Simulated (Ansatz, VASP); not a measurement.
# LiF: VASP beside Ansatz

INCAR

```
ALGO = Normal ; EDIFF = 1E-7
ENCUT = 520 ; GGA = CA
ISIF = 2 ; ISMEAR = 0
LASPH = True ; LCHARG = False
LREAL = False ; LWAVE = False
NBANDS = 12 ; NELM = 60
PREC = Accurate ; SIGMA = 0.05
```

File KPOINTS:

```
k-points
0
Gamma
  10 10 10
```

The input POSCAR:

```
LiF
1.0
    2.6235213250      0.0000000000      0.0000000000
    0.0000000000      2.6235213250      0.0000000000
    0.0000000000      0.0000000000      2.4955446750
Li F
1 1
Direct
    0.0000000000      0.0000000000      0.0000000000
    0.5000000000      0.5000000000      0.5000000000
```

Input for Ansatz:

```yaml
crystal:
  lattice:
    - [2.623521325, 0.0, 0.0]
    - [0.0, 2.623521325, 0.0]
    - [0.0, 0.0, 2.495544675]
  atoms:
    - { symbol: Li, position: [0.0, 0.0, 0.0] }
    - { symbol: F, position: [0.5, 0.5, 0.5] }
basis:
  ecutwfc: 420
kpoints:
  mp_grid: { grid: [10, 10, 10] }
hamiltonian:
  xc: lda
scf:
  occupations: { method: gaussian, width: 0.05 }
output:
  forces: true
  stress: true
  eigenvalues: true
```

Change from the starting cell: strain +0.025 along x and y, -0.025 along z, atoms carried along.

Alike in both runs: task single point; functional LDA; k mesh 10 × 10 × 10; occupations gaussian, width 0.05 eV; no spin polarisation.

|  | VASP | Ansatz |
| --- | --- | --- |
| version | VASP 6.6.1 | Ansatz 0.2.0 |
| potentials or method | VASP PAW LDA potentials, release 64 (Li_sv, F) | scalar-relativistic, plane waves, PAW |
| plane-wave cutoff (eV) | 520 | 420 |
| valence electrons in the cell | 10 | 10 |

```csv
,VASP,Ansatz,Ansatz less VASP
gap on the k mesh at the Fermi level (eV),6.84,6.85,+0.006
least direct gap on the mesh (eV),7.38,7.38,+0.004
```

 A k mesh can miss the band edges.
